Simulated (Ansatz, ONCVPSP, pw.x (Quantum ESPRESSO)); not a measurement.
titanium: does the ONCV potential hold in the solid?

| Property | Result |
| --- | --- |
| Element | Ti (Z = 22) |
| Generator | ONCVPSP 4.0.1.1 (patched build) |
| Type | optimised norm-conserving Vanderbilt (ONCV) |
| Functional | PBE |
| Relativity | scalar-relativistic |
| Frozen core | [Ne] |
| Valence charge | 12 |
| Reference configuration | 3s2 3p6 3d2 4s2 |
| Partial waves | 3s+4s: rc 1.85 bohr, ncon 4, nbas 8, qcut 5.6 1/bohr, 2 projectors; 3p: rc 1.50 bohr, ncon 5, nbas 9, qcut 8.7 1/bohr, 1 projector; 3d: rc 1.60 bohr, ncon 4, nbas 7, qcut 10.9 1/bohr, 2 projectors, debl 3.9 Ha |
| Local potential | polynomial inside 1.10 bohr (lpopt 4, dvloc0 2 Ha) |
| Core correction | none |

Atomic tests: cutoffs needed: 39 Ha and 45 Ha (the cutoffs (Ha) at which the residual kinetic energy of the hardest occupied pseudo-wave falls to 1 and 0.1 mHa per electron); ghost test: no bound ghost flagged; no localised positive-energy state flagged; largest excitation error: +20 meV (all-electron minus pseudo) for 3s2 3p6 3d1 4s0, out of 4 test configurations.

Crystal test: fcc Ti in pw.x 7.5, no spin, 14³ k-points, Fermi–Dirac smearing 0.01 Ry, cutoffs 105/420 Ry. The reference is all-electron LAPW (Ansatz 0.2.0) with the same functional, mesh and smearing; V0 and B0 come from Birch–Murnaghan fits to the pressures at five volumes. Errors are pseudo minus all-electron; Δ is the rms difference of the E(V) curves that follow from these fits, minima aligned, over ±6 % about the mean V0. Mesh and smearing are coarse, so the numbers serve the comparison and aren't converged zero-temperature values; the lattice is a test structure that the element need not adopt.

```
V (Å³/atom)  P all-electron (GPa)  P pseudo (GPa)
     16.608                  5.83            5.67
     17.045                  2.70            2.54
     17.482                 -0.10           -0.26
     17.919                 -2.60           -2.76
     18.356                 -4.83           -4.99
```

All-electron: a0 = 4.119 Å (V0 = 17.47 Å³/atom), B0 = 106.1 GPa.

Pseudopotential: mean pressure error (GPa): -0.16; a0 (Å): 4.117; a0 error (%): -0.05; B0 error (%): +0.5; Δ (meV/atom): 0.6.

Q: At the middle volume, how do free energy and pressure move when the wave cutoff is lowered (ecutrho kept at four times it)?

A:

```tsv
cutoff (Ry)	shift of F (meV/atom)	shift of P (GPa)
47	+1848.2	-46.69
63	+343.4	-16.28
84	+15.4	-1.38
```

The run at the middle volume (104 k-points, 7 iterations) took about 29 s on one core of a shared host (Neoverse-V2, 96 threads, 371 GiB, load 52).
